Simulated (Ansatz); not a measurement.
Here is an Ansatz 0.2.0 calculation.

The input input.yaml:

```yaml
crystal:
  lattice:
    - [2.34185, -1.7113, 0.0]
    - [2.34185, 1.7113, 0.0]
    - [-0.8500274268, 0.0, 5.0578693947]
  atoms:
    - { symbol: Cu, position: [0.5, 0.0, 0.5] }
    - { symbol: Cu, position: [0.0, 0.5, 0.0] }
    - { symbol: O, position: [0.4184, 0.5816, 0.75] }
    - { symbol: O, position: [0.5816, 0.4184, 0.25] }
hamiltonian:
  xc: r2scan
  pseudopotentials: { kind: paw }
kpoints:
  mp_grid: { grid: [10, 10, 5] }
scf:
  occupations: { method: fermi_dirac, width: 0.05 }
output:
  forces: true
  stress: true
  eigenvalues: true
  write_density: true
  write_potential: true
  elf: true
  volumetric_format: npy
relax:
  f_tol: 0.01
  max_steps: 40
  cell: { stress_tol: 0.05 }
```

Potentials or basis: Ansatz PAW.

The run is started by

```console
$ ansatz run input.yaml --threads 2 --pin off --max-ram 5632MiB --backend cpu --events-out ev --progress --plain --runs-dir out
```

Task: Estimate the relaxed volume.

Result: 10.73 Å³/atom.

Task: What does it give for the band gap on the k mesh?

Result: None (metal or under the smearing width).

Task: What does it give for the space group after relaxing (to 0.05 Å)?

Result: P4_2/mmc (No. 131).

Task: Predict the relaxed cell.

Result: a = 2.894 Å, b = 2.894 Å, c = 5.124 Å, α = 90.01°, β = 90.01°, γ = 89.84°.

Final structure:
```
CELL_PARAMETERS angstrom
2.04345 -2.04380 0.15903
2.04345 2.04380 0.15903
-0.39825 0.00000 5.10826
ATOMIC_POSITIONS crystal
Cu 0.50000 0.00000 0.50000
Cu 0.00000 0.50000 0.00000
O 0.50001 0.49999 0.75000
O 0.49999 0.50001 0.25000
```

Caveat: the run has no spin polarisation, though such a crystal can be magnetic; semilocal functionals often make such compounds metallic where correlation or magnetic order opens a gap, which also shifts bond lengths; the PAW data sets come from PBE, with cores solved anew for the run's functional, which leaves a small shift of forces and pressure. Zero-point motion and thermal expansion aren't in these numbers.
